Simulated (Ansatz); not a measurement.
Theory: DFT PBE, scalar-relativistic, plane waves, PAW (Ansatz).

Structure of HfO2:

```
CELL_PARAMETERS angstrom
0.00000 2.54881 2.54881
2.54881 0.00000 2.54881
2.54881 2.54881 0.00000
ATOMIC_POSITIONS crystal
Hf 0.00000 0.00000 0.00000
O 0.25000 0.25000 0.25000
O 0.75000 0.75000 0.75000
```

Cutoff 420 eV; k points 8×8×8 on the computed 3-atom cell (Γ-centred); Gaussian smearing, width 0.02 eV; no spin polarisation.

Levels along Γ–X–U | K–Γ–L–W–X, in eV from a zero inside the gap, sorted by energy at each point. Points in fractions of the primitive reciprocal vectors: Γ (0.000 0.000 0.000), X (0.500 0.000 0.500), U (0.625 0.250 0.625), K (0.375 0.375 0.750), L (0.500 0.500 0.500), W (0.500 0.250 0.750).
```
point k (1/Å, with 2π) band 16  band 17  band 18  band 19  band 20  band 21  band 22
    Γ             0.000    -7.17    -2.48    -2.48    -2.48     1.97     1.97     3.78
    -             0.176    -6.95    -2.96    -2.48    -2.48     2.04     2.15     4.08
    -             0.352    -6.34    -4.05    -2.47    -2.47     2.22     2.44     4.82
    -             0.528    -5.42    -5.29    -2.52    -2.52     2.51     2.58     5.70
    -             0.704    -6.31    -4.33    -2.67    -2.67     2.47     2.85     6.59
    -             0.880    -5.89    -3.20    -2.94    -2.94     2.21     3.20     5.74
    -             1.056    -5.49    -3.26    -3.26    -2.26     1.97     3.46     4.96
    X             1.233    -5.31    -3.43    -3.43    -1.87     1.87     3.55     4.62
    -             1.295    -5.31    -3.44    -3.42    -1.88     1.89     3.55     4.62
    -             1.357    -5.30    -3.49    -3.41    -1.89     1.95     3.55     4.64
    -             1.419    -5.29    -3.56    -3.38    -1.92     2.03     3.54     4.66
    -             1.482    -5.28    -3.67    -3.35    -1.96     2.13     3.53     4.70
    -             1.544    -5.26    -3.79    -3.31    -2.02     2.24     3.51     4.75
    -             1.606    -5.23    -3.94    -3.26    -2.10     2.33     3.50     4.82
    U             1.668    -5.20    -4.11    -3.21    -2.21     2.39     3.48     4.91
    K             1.668    -5.20    -4.11    -3.21    -2.21     2.39     3.48     4.91
    -             1.855    -5.03    -4.69    -3.15    -2.60     2.45     3.42     5.21
    -             2.042    -5.32    -4.76    -3.66    -2.65     2.41     3.34     5.34
    -             2.229    -5.07    -4.55    -4.35    -2.54     2.43     3.20     5.27
    -             2.415    -5.49    -4.32    -3.83    -2.47     2.43     2.94     5.20
    -             2.602    -6.34    -3.52    -3.23    -2.46     2.28     2.56     4.81
    -             2.789    -6.95    -2.80    -2.71    -2.47     2.08     2.16     4.11
    Γ             2.976    -7.17    -2.48    -2.48    -2.48     1.97     1.97     3.78
    -             3.128    -7.02    -2.65    -2.58    -2.58     2.08     2.08     4.01
    -             3.281    -6.63    -3.06    -2.83    -2.83     2.32     2.32     4.54
    -             3.433    -6.08    -3.59    -3.13    -3.13     2.57     2.57     5.00
    -             3.586    -5.50    -4.11    -3.40    -3.40     2.73     2.73     4.99
    -             3.738    -5.00    -4.54    -3.58    -3.58     2.76     2.76     4.85
    -             3.891    -4.84    -4.67    -3.67    -3.67     2.71     2.71     4.89
    L             4.043    -4.95    -4.56    -3.69    -3.69     2.68     2.68     4.97
    -             4.168    -5.11    -4.40    -3.73    -3.58     2.67     2.73     4.97
    -             4.292    -5.43    -4.03    -3.80    -3.38     2.66     2.85     4.96
    -             4.417    -5.48    -4.01    -3.46    -3.21     2.66     3.00     4.98
    -             4.541    -5.21    -4.16    -3.13    -2.95     2.69     3.12     5.01
    -             4.666    -4.87    -4.30    -3.15    -2.50     2.76     3.19     5.05
    -             4.790    -4.56    -4.39    -3.23    -2.19     2.84     3.21     5.07
    W             4.915    -4.43    -4.43    -3.29    -2.08     2.88     3.21     5.07
    -             5.003    -4.63    -4.22    -3.30    -2.07     2.79     3.28     4.94
    -             5.091    -4.82    -4.01    -3.32    -2.04     2.60     3.38     4.83
    -             5.179    -4.99    -3.82    -3.35    -1.99     2.39     3.45     4.75
    -             5.267    -5.13    -3.66    -3.38    -1.95     2.19     3.51     4.69
    -             5.355    -5.23    -3.53    -3.40    -1.91     2.02     3.54     4.65
    -             5.443    -5.29    -3.45    -3.42    -1.88     1.91     3.55     4.63
    X             5.531    -5.31    -3.43    -3.43    -1.87     1.87     3.55     4.62
```

Spin-orbit coupling is left out, which matters for the bands of heavy elements.

This fluorite-type form isn't the usual stable structure of the compound.